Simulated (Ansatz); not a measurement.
A series in volume scale on BaTiO3

All results are calculated (Ansatz 0.2.0). Periodic Kohn-Sham DFT of a crystal at fixed atoms, scaled to volume_scale times the given cell; pressure positive in compression, energy less spherical unpolarised free atoms, largest_vzz the field gradient of largest size among the nuclei.

The cell before it is scaled or strained (space group Pm-3m, No. 221):
```
CELL_PARAMETERS angstrom
4.00730 0.00000 0.00000
0.00000 4.00730 0.00000
0.00000 0.00000 4.00730
ATOMIC_POSITIONS crystal
Ba 0.50000 0.50000 0.50000
Ti 0.00000 0.00000 0.00000
O 0.50000 0.00000 0.00000
O 0.00000 0.50000 0.00000
O 0.00000 0.00000 0.50000
```

Settings of every row: method all-electron PAW; functional PBE; relativity scalar; k mesh 8x8x8; filling fermi-dirac; smearing width 0.05 eV; nucleus gaussian.

Atom start moment: 0 on all atoms.

Limits: field gradient without spin-orbit coupling on heavy atoms; no spin-orbit coupling on heavy atoms.

```csv
row,volume scale,V (Å³/atom),largest V_zz (1e21 V/m^2),pressure (GPa)
1,0.94,12.098,1.968,13.528
2,0.96,12.355,2.155,9.072
3,0.98,12.613,2.336,5.079
4,0.99,12.742,2.425,3.241
5,1,12.87,2.511,1.5
6,1.01,12.999,2.597,-0.148
7,1.02,13.128,?,?
8,1.04,13.385,2.844,-4.586
9,1.06,13.642,3.002,-7.164
```

Question: what largest V_zz and pressure should row 7 give?

Worked fit of largest V_zz. Take t = volume scale − 1. The shown rows have t = -0.06, -0.04, -0.02, -0.01, 0, 0.01, 0.04, 0.06. Least squares give largest V_zz = 2.5114 + 8.615 × t − 7.35 × t² 1e21 V/m^2; a straight line predicts inner rows, each left out in turn, worse (root mean square 0.0087 against 0.00039 1e21 V/m^2). All shown rows lie on it to the printed digit. The withheld row has t = 0.02, so the fit gives 2.5114 + 8.615 × (0.02) − 7.35 × (0.02)² = 2.681 1e21 V/m^2.

The calculation gave 2.681 1e21 V/m^2. The fit meets it to the printed digit.

Worked fit of pressure. Take u = (V_r/V)^(2/3) − 1 with V_r = 12.806 Å³ an atom, which is twice the finite (Eulerian) strain; such expansions in the strain, on which the Birch-Murnaghan equation of state is built, carry the rest volume and the bulk modulus. The shown rows have u = 0.03864, 0.02419, 0.01018, 0.00335, -0.00332, -0.00992, -0.02905, -0.04128. Least squares give pressure = 2.3572 + 259.631 × u + 732.63 × u² + 749 × u³ GPa; a parabola predicts inner rows, each left out in turn, worse (root mean square 0.012 against 0.0054 GPa). The rows lie off it by 0.002, -0.005, 0.002, 0.006, -0.003, -0.001, -0.001, 0.001 (root mean square 0.0032 GPa). The pressure vanishes at u = -0.0093, or V = 12.99 Å³ an atom, and there the bulk modulus at fixed shape and fractions is B = −V dP/dV = (2/3)(1 + u) dP/du = 163 GPa. The withheld row has u = -0.01642, so the fit gives 2.3572 + 259.631 × (-0.01642) + 732.63 × (-0.01642)² + 749 × (-0.01642)³ = -1.712 GPa.

The calculation gave -1.709 GPa. The fit lies 0.003 GPa (0.014 % of the column's range) below it; its largest miss of a shown row is 0.006 GPa.
